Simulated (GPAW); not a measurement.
La2O3:

```
La O
1.0
     3.93078    0.00000    0.00000
    -1.96539    3.40415    0.00000
     0.00000    0.00000    6.11195
La O
2 3
Direct
  0.33333 0.66667 0.24624
  0.66667 0.33333 0.75376
  0.00000 0.00000 0.00000
  0.33333 0.66667 0.64589
  0.66667 0.33333 0.35411
```

The cell is a database's computed one.

Base run:

* Program: GPAW 26.7.0
* Functional: PBE
* Potentials or basis: GPAW PAW data sets (gpaw-data 1.2.1)
* Cutoff: 680 eV
* Basis: pw
* k mesh: 5 × 5 × 3
* Occupations: fermi-dirac, width 0.2 eV
* Spin: no spin polarisation

Its results: band gap on the k mesh 4.04 eV, indirect (least direct gap 4.18 eV); pressure 1.3 GPa; largest force 0.043 eV/Å.

Q: The run is repeated on the same cell with these changes: cutoff from 680 eV to 800 eV; occupations from fermi-dirac, width 0.2 eV to fermi-dirac, width 0.05 eV. What comes out?

A: Band gap on the k mesh 4.03 eV, indirect (least direct gap 4.18 eV); pressure 2.2 GPa; largest force 0.041 eV/Å.

Caveats: one-centre terms of the f shell are cut off; spin-orbit coupling is left out, which moves the levels of the heavy elements; the cutoff is short for stress and forces, so pressures can be off by a GPa or more (some runs); an odd mesh through Γ misses points on the zone boundary, where band edges often lie (some runs); the mesh misses the band edges, which the band path finds closer together (some runs).
